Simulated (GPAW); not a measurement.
Zr2O:

```
CELL_PARAMETERS angstrom
4.87635 0.00000 0.00000
0.00000 4.87635 0.00000
0.00000 0.00000 4.87635
ATOMIC_POSITIONS crystal
Zr 0.75000 0.75000 0.75000
Zr 0.25000 0.75000 0.25000
Zr 0.75000 0.25000 0.25000
Zr 0.25000 0.25000 0.75000
O 0.50000 0.50000 0.50000
O 0.00000 0.00000 0.00000
```

The cell comes from a database or a generator and needn't be the stable form of this composition.

Base run:

- Program: GPAW 26.7.0
- Functional: PBEsol
- Potentials or basis: PAW data sets generated in the run's folder for this functional
- Cutoff: 800 eV
- Basis: pw
- k mesh: 5 × 5 × 5
- Occupations: fermi-dirac, width 0.05 eV
- Spin: no spin polarisation
- Hubbard terms: Zr d U = 2 eV

Its results: pressure -3.4 GPa.

The run is repeated on the same cell with these changes: hubbard terms from Zr d U = 2 eV to Zr d U = 3 eV. What comes out?

Pressure -1.6 GPa.

Caveats: U without spin polarisation on a metal has little footing.

Not every run made on this cell is shown here.
